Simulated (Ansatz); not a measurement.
# C: the gap against volume

C, P6_3/mmc, a = 2.503 Å, c = 4.169 Å. Ansatz: r2SCAN, PAW, 500 eV, Γ-centred 12×12×6 mesh on 4 atoms, Gaussian smearing 0.02 eV; no spin polarisation. Shape and atoms are relaxed at each volume; x = ln(V/V0) with V0 = 5.656 Å³/atom. The gap is read at the mesh points alone.

| x | gap y (eV) |
| --- | --- |
| -0.0619 | 3.340 |
| -0.0305 | 3.474 |
| 0.0000 | 3.596 |
| 0.0296 | 3.709 |
| 0.0583 | ? |

Fit a straight line to the other rows, give the volume deformation potential of the gap and its pressure coefficient, and predict the missing gap. B0 = 450.8 GPa.

Means x = -0.01570, y = 3.5297; Σ(Δx)² = 0.004652, ΣΔxΔy = 0.01875; the slope is their ratio. y = 3.5930 + 4.0308 x. The slope is the deformation potential a = dE_g/d ln V = 4.03 eV, and dE_g/dP = −a/B0 = -8.94 meV/GPa. At x = 0.0583 the fit asked for gives 3.828 eV. The run gave 3.810 eV, so the fit is 0.018 eV too high, 3.8 % of the span of the series, against an rms of 0.003 eV on the fitted rows. The row lies outside the fitted range. With a term in x² added, a fit to the same known rows predicts 3.812 eV, so most of the miss is curvature that the known rows already hold.

Semilocal functionals give gaps under the measured ones; changes of the gap mostly carry over better.